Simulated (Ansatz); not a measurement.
Chalcopyrite CuInS2 was calculated with r²SCAN+rVV10 (PAW; Ansatz, a first-principles code).

Numerical settings: plane-wave cutoff 560 eV, 10×10×10 k mesh, Fermi–Dirac smearing 0.01 eV, no spin polarisation, scalar-relativistic PAW data made under PBE.

On both sides of the equilibrium volume: at 20.522 Å³/atom the pressure is 1.63 GPa and the direct gap at Γ 0.427 eV; at 21.359 Å³/atom they are -1.46 GPa and 0.301 eV. The fitted bulk modulus is 77.1 GPa.

Task: Work out the volume deformation potential of this gap and its pressure coefficient, in two ways.

Result: a_V = dE_g/d ln V = (0.301 − 0.427)/ln(21.359/20.522) = -3.15 eV. Since dP = −B d ln V, dE_g/dP = −a_V/B = 41 meV/GPa. Straight from the pressures: (0.427 − 0.301)/(1.63 − (-1.46)) = 41 meV/GPa. At this level and over this range the gap at Γ widens under pressure.

Spin–orbit coupling is not included.

Note: the bulk modulus comes from volumes at which shape and atoms were relaxed.
